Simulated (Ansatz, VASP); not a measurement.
EuS: VASP beside Ansatz

INCAR

```
  PREC = Accurate
  ENCUT = 520
  EDIFF = 1E-6
  ISMEAR = 0
  SIGMA = 0.011
  LREAL = False
  LASPH = True
  NELM = 120
  ALGO = Normal
  ISIF = 2
  LWAVE = False
  LCHARG = False
  ISPIN = 2
  MAGMOM = 7 0
  LORBIT = 11
  LMAXMIX = 6
  GGA = PE
```

File KPOINTS:

```
regular mesh
0
Gamma
  8 8 8
```

Contents of POSCAR:

```
EuS
1.0
    0.0000000000      2.9785000000      2.9785000000
    2.9785000000      0.0000000000      2.9785000000
    2.9785000000      2.9785000000      0.0000000000
Eu S
1 1
Direct
    0.0000000000      0.0000000000      0.0000000000
    0.5000000000      0.5000000000      0.5000000000
```

Contents of input.yaml:

```yaml
crystal:
  lattice:
    - [0.0, 2.9785, 2.9785]
    - [2.9785, 0.0, 2.9785]
    - [2.9785, 2.9785, 0.0]
  atoms:
    - { symbol: Eu, position: [0.0, 0.0, 0.0], spin: 7.0 }
    - { symbol: S, position: [0.5, 0.5, 0.5] }
hamiltonian:
  xc: pbe
  pseudopotentials: { kind: paw }
magnetization:
  spin_polarized: true
kpoints:
  mp_grid: { grid: [8, 8, 8] }
scf:
  occupations: { method: gaussian, width: 0.011 }
output:
  forces: true
  stress: true
  eigenvalues: true
```

Alike in both runs: task single point; functional PBE; k mesh 8 × 8 × 8; occupations gaussian, width 0.011 eV; collinear spin, ferromagnetic start.

|  | VASP | Ansatz |
| --- | --- | --- |
| version | VASP 6.6.1 | Ansatz 0.2.0 |
| potentials or method | VASP PAW PBE potentials, release 64 (Eu, S) | Ansatz PAW |
| plane-wave cutoff (eV) | 520 | 420 |
| valence electrons in the cell | 23 | 23 |

|  | VASP | Ansatz | Ansatz less VASP |
| --- | --- | --- | --- |
| gap on the k mesh at the Fermi level (eV) | none | none | - |
| pressure (GPa) | -2.8 | -2.5 | +0.30 |
| net moment per atom (μB) | 3.49 | 3.49 | 0.000 |
| size of the moment on the site where the two differ most (μB) | 6.59 | 6.76 | +0.171 |

Site moments also hang on the region over which each program counts them. A gap of «none» marks a metal or a gap that the smearing closes.

Caveats: spin-orbit coupling is left out, which moves the levels of the heavy elements; a cell with one magnetic atom can't hold antiferromagnetic order, which such compounds often take; without U or exact exchange the open f shell lies at the Fermi level, which spoils levels, moments and volumes. The state reached can hang on the start; a lower one may exist. With open d or f shells a metallic result of PBE can be an artefact of self-interaction; +U or a hybrid may open a gap.
